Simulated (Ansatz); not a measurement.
Input of an Ansatz 0.2.0 run:

input.yaml

```yaml
crystal:
  lattice:
    - [-1.8946518192, 1.8946518192, 1.8946518192]
    - [1.8946518192, -1.8946518192, 1.8946518192]
    - [1.8946518192, 1.8946518192, -1.8946518192]
  atoms:
    - { symbol: Sn, position: [0.0, 0.0, 0.0] }
hamiltonian:
  xc: r2scan
  pseudopotentials: { kind: paw }
kpoints:
  mp_grid: { grid: [10, 10, 10] }
scf:
  occupations: { method: fermi_dirac, width: 0.05 }
output:
  forces: true
  stress: true
  eigenvalues: true
relax:
  f_tol: 0.01
  max_steps: 40
  cell: { stress_tol: 0.05, p_target: 5.0 }
```

Potentials or basis: Ansatz PAW.

Run with:

```bash
$ ansatz run input.yaml --threads 2 --pin off --max-ram 5632MiB --backend cpu --events-out ev --progress --plain --runs-dir out
```

(1) Estimate the space group after relaxing (to 0.05 Å).

(2) What does it give for the relaxed volume?

Answers

(1) Im-3m (No. 229).

(2) 24.69 Å³/atom.

Caveat: the PAW data sets come from PBE, with cores solved anew for the run's functional, which leaves a small shift of forces and pressure.
